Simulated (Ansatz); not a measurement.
Crystal: Ir.

```xyz
2
Lattice="2.7514 0.0000 0.0000 -1.3757 2.3828 0.0000 0.0000 0.0000 4.4623" Properties=species:S:1:pos:R:3 pbc="T T T"
Ir    0.0000    1.5885    1.1156
Ir    1.3757    0.7943    3.3467
```

This isn't the form of Ir at room conditions, which is fcc.

Base run:

```yaml
Program: Ansatz 0.2.0
Functional: PBE
Potentials_or_basis: all-electron LAPW, scalar-relativistic
Cutoff: 277 eV (chosen from the basis error)
Basis_error_allowed: 0.001 eV/atom
k_mesh: 11 × 11 × 6
Occupations: fermi-dirac, width 0.05 eV
Spin: no spin polarisation
```

Its results: pressure -1.4 GPa.

Question: The run is repeated on the same cell with these changes: functional from PBE to PBEsol. What comes out?

Answer: Pressure -12.4 GPa.

PBEsol binds more tightly than PBE, so the same cell stands under less pressure.
